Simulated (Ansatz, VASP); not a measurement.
## Two plane-wave programs on ZnAu

File INCAR:

```
  PREC = Accurate
  ENCUT = 520
  EDIFF = 1E-7
  ISMEAR = -1
  SIGMA = 0.05
  LREAL = F
  LASPH = T
  NELM = 80
  ALGO = Normal
  ISIF = 2
  LWAVE = F
  LCHARG = F
  GGA = PE
  NBANDS = 18
```

KPOINTS

```
Automatic mesh
0
Gamma
  8 8 8
```

File POSCAR:

```
ZnAu
1.0
    3.1884126438      0.0000000000      0.0000000000
    0.0000000000      3.1884126438      0.0000000000
    0.0000000000      0.0000000000      3.1884126438
Au Zn
1 1
Direct
    0.0000000000      0.0000000000      0.0000000000
    0.5000000000      0.5000000000      0.5000000000
```

input.yaml

```yaml
crystal:
  lattice:
    - [3.1884126438, 0.0, 0.0]
    - [0.0, 3.1884126438, 0.0]
    - [0.0, 0.0, 3.1884126438]
  atoms:
    - { symbol: Au, position: [0.0, 0.0, 0.0] }
    - { symbol: Zn, position: [0.5, 0.5, 0.5] }
hamiltonian:
  xc: pbe
  pseudopotentials: { kind: paw }
kpoints:
  mp_grid: { grid: [8, 8, 8] }
scf:
  occupations: { method: fermi_dirac, width: 0.05 }
output:
  forces: true
  stress: true
  eigenvalues: true
```

Change from the starting cell: volume scaled by 1.04.

Alike in both runs: task single point; functional PBE; k mesh 8 × 8 × 8; occupations fermi-dirac, width 0.05 eV; no spin polarisation.

|  | VASP | Ansatz |
| --- | --- | --- |
| version | VASP 6.6.1 | Ansatz 0.2.0 |
| potentials or method | VASP PAW PBE potentials, release 64 (Au, Zn) | Ansatz PAW |
| plane-wave cutoff (eV) | 520 | 420 |
| valence electrons in the cell | 23 | 31 |

Ansatz gave:

- gap on the k mesh at the Fermi level (eV): none
- pressure (GPa): 0.0

Question: Which values does VASP return?

Answer: gap on the k mesh at the Fermi level (eV): none; pressure (GPa): 0.1.

A gap of «none» marks a metal or a gap that the smearing closes. The two sets of potentials don't hold the same shells in valence.

Spin-orbit coupling is left out, which matters for the levels of Au.
